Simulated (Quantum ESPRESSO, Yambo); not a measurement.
# Quasiparticle gap of SiC (F-43m) in Yambo, part 2 of 3

How does a plane-wave GW calculation on SiC (F-43m) run from the first input to the gap?

Quantum ESPRESSO 7.5 and Yambo 5.3.0; PBE and many-body steps on it, plane waves. Known limits of the many-body steps: not at the basis limit.

So far. Step 2 (Ground state): The gap is indirect, with the least direct gap 3.19 eV higher. Step 3 (Bands along the symmetry lines): The gap is 1.361 eV, as in the run before at this level.

### 4. Empty states on the mesh, 6×6×6 mesh, 90 bands

Level of this step: DFT, PBE, plane waves, norm-conserving pseudopotentials (Quantum ESPRESSO).

The sums over transitions need many empty states on a uniform mesh; this step solves for them.

Input file pw.in:

```
&control
  calculation = 'nscf'
  prefix = 'x'
  outdir = 'o'
  pseudo_dir = 'pseudo'
/
&system
  ibrav = 0
  nat = 2
  ntyp = 2
  ecutwfc = 74.0
  nbnd = 90
  force_symmorphic = .true.
/
&electrons
  conv_thr = 1e-9
  electron_maxstep = 80
  diago_full_acc = .true.
  diago_thr_init = 5e-6
/
ATOMIC_SPECIES
  Si 28.085 Si.upf
  C 12.011 C.upf
CELL_PARAMETERS angstrom
  -0.0000000000 2.1790000000 2.1790000000
  2.1790000000 -0.0000000000 2.1790000000
  2.1790000000 2.1790000000 -0.0000000000
ATOMIC_POSITIONS crystal
  Si 0.0000000000 0.0000000000 0.0000000000
  C 0.2500000000 0.2500000000 0.2500000000
K_POINTS automatic
  6 6 6 0 0 0
```

Run with:

```bash
$ OMP_NUM_THREADS=1 mpirun -n 8 pw.x -nk 4 -in pw.in > pw.out
```

What it wrote:

```text
[banner, memory and clock lines left out]
Program PWSCF v.7.5 starts

     Atomic positions and unit cell read from directory:
     o/x.save/

     Message from routine setup:
     using ibrav=0 with symmetry is DISCOURAGED, use correct ibrav instead

     bravais-lattice index     =            0
     lattice parameter (alat)  =       5.8233  a.u.
     unit-cell volume          =     139.6363 (a.u.)^3
     number of atoms/cell      =            2
     number of atomic types    =            2
     number of electrons       =         8.00
     number of Kohn-Sham states=           90
     kinetic-energy cutoff     =      74.0000  Ry
     charge density cutoff     =     296.0000  Ry
     Exchange-correlation= PBE
                           (   1   4   3   4   0   0   0)

     celldm(1)=   5.823326  celldm(2)=   0.000000  celldm(3)=   0.000000
     celldm(4)=   0.000000  celldm(5)=   0.000000  celldm(6)=   0.000000

     crystal axes: (cart. coord. in units of alat)
               a(1) = (  -0.000000   0.707107   0.707107 )
               a(2) = (   0.707107  -0.000000   0.707107 )
               a(3) = (   0.707107   0.707107  -0.000000 )

     reciprocal axes: (cart. coord. in units 2 pi/alat)
               b(1) = ( -0.707107  0.707107  0.707107 )
               b(2) = (  0.707107 -0.707107  0.707107 )
               b(3) = (  0.707107  0.707107 -0.707107 )
     Pseudo is Norm-conserving + core correction, Zval =  4.0
     Generated using ONCVPSP code by D. R. Hamann
     Using radial grid of 1510 points,  6 beta functions with:
     Pseudo is Norm-conserving + core correction, Zval =  4.0
     Generated using ONCVPSP code by D. R. Hamann
     Using radial grid of 1248 points,  4 beta functions with:
     Si                4.00    28.08500     Si( 1.00)
     C                 4.00    12.01100     C ( 1.00)

     24 Sym. Ops. (no inversion) found

   Cartesian axes

     site n.     atom                  positions (alat units)
         1        Si     tau(   1) = (   0.0000000   0.0000000   0.0000000  )
         2        C      tau(   2) = (   0.3535534   0.3535534   0.3535534  )

     number of k points=    16
                       cart. coord. in units 2pi/alat
        k(    1) = (   0.0000000   0.0000000   0.0000000), wk =   0.0092593
        k(    2) = (   0.1178511   0.1178511  -0.1178511), wk =   0.0740741
        k(    3) = (   0.2357023   0.2357023  -0.2357023), wk =   0.0740741
[...]
[... 4 further rows ...]
        k(   15) = (  -0.1178511  -0.3535534   0.5892557), wk =   0.2222222
        k(   16) = (  -0.7071068   0.2357023   0.0000000), wk =   0.1111111

     Dense  grid:    12039 G-vectors     FFT dimensions: (  32,  32,  32)

     The potential is recalculated from file :
     o/x.save/charge-density

     Starting wfcs are    8 randomized atomic wfcs +   82 random wfcs

     Band Structure Calculation

     End of band structure calculation

          k = 0.0000 0.0000 0.0000 (  1459 PWs)   bands (ev):

    -5.9135   9.4961   9.4961   9.4961  15.7194  16.8074  16.8074  16.8074
    24.0247  24.0247  25.9551  26.7794  26.7794  26.7794  33.0140  43.0988
    43.0988  43.0988  51.0830  51.0830  51.0830  52.3680  52.3680  57.2867
[...]
146.8700 146.8700

          k = 0.1179 0.1179-0.1179 (  1489 PWs)   bands (ev):

[...]
144.5893 146.3325

          k = 0.2357 0.2357-0.2357 (  1501 PWs)   bands (ev):

[...]
125.1041 125.8455 127.0171 127.0171 130.8470 130.8470 133.1728 135.9346
   139.6487 139.6487 141.7189 141.7189 142.1529 143.0279 143.0279 145.2284
   145.2306 145.2306

          k =-0.3536-0.3536 0.3536 (  1502 PWs)   bands (ev):

     [... further k-points ...]

     highest occupied, lowest unoccupied level (ev):     9.4961   10.8574

     XML data file, pseudopotentials, collected wavefunctions
```

Run time: 3.1 s. Hardware: 8 MPI ranks of Arm Neoverse V1, shared host; peak memory 0.37 GiB; 22 s of CPU time.

Numbers from this step:

```yaml
gap: 1.361 eV
k_of_the_valence_top: 0, 0, 0
k_of_the_conduction_bottom: 0, -0.5, -0.5
least_direct_gap: 4.553 eV
k_points_computed: 16
lowest_point_of_the_top_converged_band_above_the_valence_top: 128.6364 eV
```

On this mesh the gap is 1.361 eV.

### 5. Conversion and set-up

This step: Yambo 5.3.0; conversion and set-up on PBE, plane waves, norm-conserving pseudopotentials.

The states are converted to the many-body program's format and the q mesh is built.

Run with:

```bash
$ (cd o/x.save; p2y > p2y.log; mv SAVE ../..); yambo > setup.log
```

What it wrote:

```text
 Yambo, version 5.3.0

 [02] CORE Variables Setup
 =========================

  [02.01] Unit cells
  ==================

  Cell kind             :  FCC
  Atoms in the cell     :  Si  C
  number of Si atoms    :  1
  number of C  atoms    :  1

  List of atomic masses
  Mass of Si    :  28.08500
  Mass of C     :  12.01100

  List of atomic coordinates    : [cc]
  Si1       :  0.000000  0.000000  0.000000  order 1
  C1       :  2.058857  2.058857  2.058857  order 2

  Alat factors          :  4.117713  4.117713  4.117713 [a.u.]
  Direct lattice volume :  139.6363 [a.u.]
  Direct lattice vectors:  A[ 1 ]  A[ 2 ]  A[ 3 ]
   A[ 1 ]: -0.000000  1.000000  1.000000  [iru]
  -0.000000  4.117713  4.117713  [cc]
   A[ 2 ]:  1.000000 -0.000000  1.000000  [iru]
   4.117713 -0.000000  4.117713  [cc]
   A[ 3 ]:  1.000000  1.000000 -0.000000  [iru]
   4.117713  4.117713 -0.000000  [cc]

  Recip. lattice volume :  1.776402 [a.u.]
  Recip. lattice vectors:  B[ 1 ]  B[ 2 ]  B[ 3 ]
   B[ 1 ]: -0.500000  0.500000  0.500000  [iku]
  -0.762946  0.762946  0.762946  [cc]
   B[ 2 ]:  0.500000 -0.500000  0.500000  [iku]
   0.762946 -0.762946  0.762946  [cc]
   B[ 3 ]:  0.500000  0.500000 -0.500000  [iku]
   0.762946  0.762946 -0.762946  [cc]

  [02.02] Symmetries
  ==================

  Inversion symmetry    : yes
  Spatial inversion     : no
  Inversion index       :  25
  K-space Time-reversal : yes
  Magnetic symmetries   : no
  Time-reversal derived K-space symmetries:   25   48
  Group table correct   : yes
  Symmetries units      :  [cc]

   [S  1]:   1.0000      0.53036E-18  0.53036E-18  0.53036E-18   1.0000     -0.53036E-18 -0.53036E-18 -0.53036E-18   1.0000
   [S  2]:  -1.0000     -0.53036E-18  0.53036E-18 -0.53036E-18  -1.0000     -0.53036E-18  0.53036E-18  0.53036E-18   1.0000
   [S  3]:  -1.0000      0.53036E-18 -0.53036E-18 -0.53036E-18   1.0000      0.53036E-18  0.53036E-18 -0.53036E-18  -1.0000
[...]
[S  9]:  0.53036E-18   1.0000      0.53036E-18 -0.53036E-18  0.53036E-18   1.0000       1.0000     -0.53036E-18 -0.53036E-18
   [S 10]:  0.53036E-18  -1.0000     -0.53036E-18 -0.53036E-18 -0.53036E-18  -1.0000       1.0000      0.53036E-18  0.53036E-18
     [... 36 further rows ...]
   [S*47]:   1.0000      0.53036E-18 -0.53036E-18  0.53036E-18 -0.53036E-18  -1.0000     -0.53036E-18   1.0000      0.53036E-18
   [S*48]:   1.0000     -0.53036E-18  0.53036E-18  0.53036E-18  0.53036E-18   1.0000     -0.53036E-18  -1.0000     -0.53036E-18

  [02.03] Reciprocal space
  ========================

  nG shells         :  171
  nG charge         :  12039
  nG WFs            :  2031
  nC WFs            :  1524
  G-vecs. in first 17 shells:  [ Number ]
     1    9   15   27   51   59   65   89  113
    137   169   181   229   259   283   307   331
  ...
  Shell energy in first 17 shells:  [ mHa ]
[...]
K [14]         [rlu]:  0.166667  0.333333 -0.500000
[...]
K [15]         [rlu]:  0.166667  0.333333 -0.333333
         WF components:  1512
  K [16]         [rlu]:  0.166667 -0.500000 -0.333333
         WF components:  1510

  [02.05] Energies & Occupations
  ==============================

  [X] === General ===
  [X] Electronic Temperature                        :  0.000000  0.000000 [eV K]
  [X] Bosonic    Temperature                        :  0.000000  0.000000 [eV K]
  [X] Finite Temperature mode                       : no
  [X] El. density                                   :  0.38662E+24 [cm-3]
  [X] Fermi Level                                   :  9.496070 [eV]

  [X] === Gaps and Widths ===
  [X] Conduction Band Min                           :  1.361356 [eV]
  [X] Valence Band Max                              :  0.000000 [eV]
  [X] Filled Bands                                  :   4
  [X] Empty Bands                                   :    5   90
  [X] Direct Gap                                    :  4.552961 [eV]
  [X] Direct Gap localized at k                     :  13
  [X] Indirect Gap                                  :  1.361356 [eV]
  [X] Indirect Gap between kpts                     :   1  13
  [X] Last valence band width                       :  4.386317 [eV]
  [X] 1st conduction band width                     :  5.670360 [eV]

  E @ K [ 1]:  [eV]
   -15.410     -0.21214E-09 -0.15301E-09   0.0000       6.2234       7.3113       7.3113       7.3113
  occ @ K [ 1]
[...]
E @ K [ 2]:  [eV]
[...]
occ @ K [ 2]
[...]
E @ K [ 3]:  [eV]
[...]
occ @ K [ 3]
[...]
E @ K [ 8]:  [eV]
[...]
occ @ K [ 8]
[...]
E @ K [ 9]:  [eV]
[...]
occ @ K [ 9]
[...]
E @ K [10]:  [eV]
[...]
occ @ K [10]
[...]
E @ K [11]:  [eV]
[...]
occ @ K [11]
[...]
E @ K [12]:  [eV]
[...]
occ @ K [12]
[...]
E @ K [13]:  [eV]
[...]
occ @ K [13]
[...]
E @ K [14]:  [eV]
[...]
occ @ K [14]
[...]
E @ K [15]:  [eV]
[...]
occ @ K [15]
[...]
E @ K [16]:  [eV]
  -10.22407  -7.29331  -4.51078  -4.38632   3.99740   7.10198  10.82375  12.21291
  occ @ K [16]
   2.000000  2.000000  2.000000  2.000000  0.000000  0.000000  0.000000  0.000000

 [03] Transferred momenta grid and indexing
 ==========================================

 IBZ Q-points                                      :  16
 BZ  Q-points                                      :  216

 K/Q-points units:
 rlu = crystal or reduced units; cc = cartesian coordinates; iku = interal k-units

 Q [ 1]         [rlu]:  0.000000  0.000000  0.000000
 Q [ 2]         [rlu]:  0.16734E-16  0.16734E-16  0.16667
 Q [ 3]         [rlu]:  0.33468E-16  0.33468E-16  0.33333
[...]
Q [ 8]         [rlu]: -0.19076E-16  0.16667     -0.33333
 Q [ 9]         [rlu]: -0.57120E-17  0.16667     -0.16667
 Q [10]         [rlu]:  0.31459E-17  0.33333      0.33333
     [... 4 further rows ...]
 Q [15]         [rlu]:  0.166667  0.333333 -0.333333
 Q [16]         [rlu]:  0.166667 -0.500000 -0.333333

  [03.01] X indexes
  =================

   [03.01.01] Sigma indexes
   ========================

 [06] Game Over & Game summary
```

It took 2.2 s on 1 MPI rank; peak memory 0.23 GiB.

[end of part 2 of 3]

[Paths, hosts, dates, memory and timing lines, banners, echoed tables and standing remarks are left out of the program output.]

[Logs are printed without paths, hosts, clocks, repeated set-up lines and the standing remarks that a program may print on its own settings, such as how far it seeks lower states.]

[Runs of the session that timed out or met a known fault of the program may be left out.]

[Hosts, paths, dates, database ids (printed as entryN), source tags and the programs' standing remarks are cut or masked in the printed files.]
